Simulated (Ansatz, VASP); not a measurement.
## One calculation of LiF, two programs

Contents of INCAR:

```
  ALGO = Normal
  EDIFF = 1E-6
  EDIFFG = -0.02
  ENCUT = 600
  GGA = PS
  IBRION = 2
  ISIF = 3
  ISMEAR = -1
  LASPH = True
  LCHARG = False
  LREAL = False
  LWAVE = False
  NELM = 100
  NSW = 80
  PREC = Accurate
  SIGMA = 0.05
```

File KPOINTS:

```
k-points
0
Gamma
  10 10 10
```

Contents of POSCAR:

```
LiF
1.0
    2.5595330000      0.0000000000      0.0000000000
    0.0000000000      2.5595330000      0.0000000000
    0.0000000000      0.0000000000      2.5595330000
F Li
1 1
Direct
    0.5000000000      0.5000000000      0.5000000000
    0.0000000000      0.0000000000      0.0000000000
```

The input input.yaml:

```yaml
crystal:
  lattice:
    - [2.559533, 0.0, 0.0]
    - [0.0, 2.559533, 0.0]
    - [0.0, 0.0, 2.559533]
  atoms:
    - { symbol: F, position: [0.5, 0.5, 0.5] }
    - { symbol: Li, position: [0.0, 0.0, 0.0] }
kpoints:
  mp_grid: { grid: [10, 10, 10] }
scf:
  occupations: { method: fermi_dirac, width: 0.05 }
hamiltonian:
  xc: pbesol
  pseudopotentials: { kind: all_electron, lapw: { basis_error: 0.001 } }
output:
  forces: true
  stress: true
relax:
  f_tol: 0.02
  max_steps: 60
  cell: {}
```

Alike in both runs: task relaxation of cell and atoms; functional PBEsol; k mesh 10 × 10 × 10; occupations fermi-dirac, width 0.05 eV; no spin polarisation.

```csv
,VASP,Ansatz
version,VASP 6.6.1,Ansatz 0.2.0
potentials or method,"VASP PAW PBE potentials, release 64 (F, Li_sv)","all-electron LAPW, scalar-relativistic"
plane-wave cutoff (eV),600,see its input
```

VASP gave:

| Property | Result |
| --- | --- |
| relaxed volume (Å³/atom) | 7.99 |
| relaxed cell length with the largest relative difference (Å) | 2.518 |
| energy change over the relaxation (meV/atom) | -5 |

Q: Which values does Ansatz return?

A: Relaxed volume (Å³/atom): 8.02; relaxed cell length with the largest relative difference (Å): 2.522; energy change over the relaxation (meV/atom): -3.

Ansatz ran all-electron here, so the differences hold the error of VASP's frozen core and of both bases.

Caveats: the cutoff is under 1.25 times the usual one of these potentials, so pressure, stress and relaxed cells hold a basis-set (Pulay) error (VASP); the PAW data sets were made with another functional, which shifts forces and pressure a little (VASP). A k mesh can miss the band edges.
